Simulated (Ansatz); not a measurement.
A trial cell of Al₆N, before relaxation:

```
Al N
1.0
     2.87581   -3.82802    0.00000
     2.87581    3.82802    0.00000
    -2.39226    0.00000    5.02769
Al N
6 1
Cartesian
  4.1045 0.0000 1.3657
  0.4542 -1.0897 1.3278
  0.4542 1.0897 1.3278
  2.2424 1.0758 4.5944
  2.2424 -1.0758 4.5944
  3.3696 0.0000 4.3450
  2.2034 0.0000 1.2709
```

Computed with Ansatz, DFT PBE, scalar-relativistic, plane waves, PAW. Cutoff 420 eV, Gaussian smearing, Γ-centred meshes. Cell and atoms relax first on a coarse mesh, the cell is then made exact in the group found at 0.06 to 0.08 Å, and last on a converged mesh; the steps can't lower the symmetry of their start. No spin polarisation.

A guess keeps its type if space group and coordination stay and the shape of the cell changes little (axis ratios within about 15 %, angles within 6°); the volume may change.

Question: Does this structure survive the relaxation?

Answer: It doesn't keep its type. The symmetry stays Cm (No. 8). The volume per atom shrinks by 1.9 %, from 15.8 to 15.5 Å³. The shortest distance goes from 1.58 Å (Al–Al) to 1.88 Å (Al–N). Counting neighbours within 15 % of an atom's shortest distance, the start has Al 1/2/3/5, N 3 and the end Al 1/12, N 4. In detail, at the end around Al on a site of symmetry m lie 1 N at 1.88 Å and 12 Al at 2.80–3.14 Å; Al on a site of symmetry 1 is surrounded by 1 N at 1.89 Å and 12 Al at 2.83–3.08 Å; N has 4 Al at 1.88–1.89 Å and 12 Al at 3.39–3.50 Å; 2 more sites not described.

```cif
data_structure
_symmetry_space_group_name_H-M 'Cm'
_symmetry_Int_Tables_number 8
_cell_length_a 5.0731
_cell_length_b 8.8468
_cell_length_c 5.1041
_cell_angle_alpha 90.000
_cell_angle_beta 108.629
_cell_angle_gamma 90.000
_cell_volume 217.08
loop_
_atom_site_label
_atom_site_type_symbol
_atom_site_symmetry_multiplicity
_atom_site_Wyckoff_symbol
_atom_site_fract_x
_atom_site_fract_y
_atom_site_fract_z
_atom_site_occupancy
Al1 Al 2 a 0.73661 0.00000 0.35099 1
Al2 Al 4 b 0.71868 0.32599 0.34712 1
Al3 Al 4 b 0.72449 0.17187 0.83396 1
Al4 Al 2 a 0.20967 0.00000 0.82140 1
N1 N 2 a 0.34508 0.00000 0.20993 1
```

The last run used an 8×8×8 mesh for its 7-atom cell and Gaussian smearing of 0.10 eV. A structure relaxed within its symmetry needn't be a true minimum. Another cell of the same search, in P3m1, lies 157 meV/atom lower, so this cell isn't the stable form at this level.

In counts of neighbours, a slash parts the counts of unlike sites.
